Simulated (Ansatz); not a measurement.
MnO in Ansatz: the effect of functional

Crystal: MnO.

```
Mn O
1.0
     2.95135   -1.70546    0.00000
     2.95135    1.70546    0.00000
    -1.97131    0.00000    2.79145
Mn O
1 1
Direct
  0.50020 0.50020 0.50067
  0.74980 0.74980 0.24934
```

The cell comes from a database or a generator and needn't be the stable form of this composition.

The cell isn't the ideal one: volume scaled by 0.98.

Alike in all runs:

* Program: Ansatz 0.2.0
* Task: single point
* Potentials or basis: Ansatz PAW
* k mesh: 9 × 9 × 9
* Occupations: fermi-dirac, width 0.05 eV
* Spin: collinear spin, ferromagnetic start
* Starting moments: [4.0, 0.0] μB

```tsv
functional	cutoff	pressure (GPa)	moment (μB)
LDA	420 eV (not typed: the program's choice for these potentials)	-11.7	4.94
PBEsol	420 eV (not typed: the program's choice for these potentials)	?	?
r2SCAN	500 eV (not typed: the program's choice for these potentials)	-4.2	5.00
```

Problem. What does the run with functional PBEsol give?

Solution. Pressure -6.5 GPa; moment 5.00 μB.

Caveats: a cell with one magnetic atom can't hold antiferromagnetic order, which such compounds often take; the PAW data sets come from PBE, with cores solved anew for the run's functional, which leaves a small shift of forces and pressure; the magnetic or orbital state may not be the lowest (some runs).

Runs at the PBE level aren't shown here.
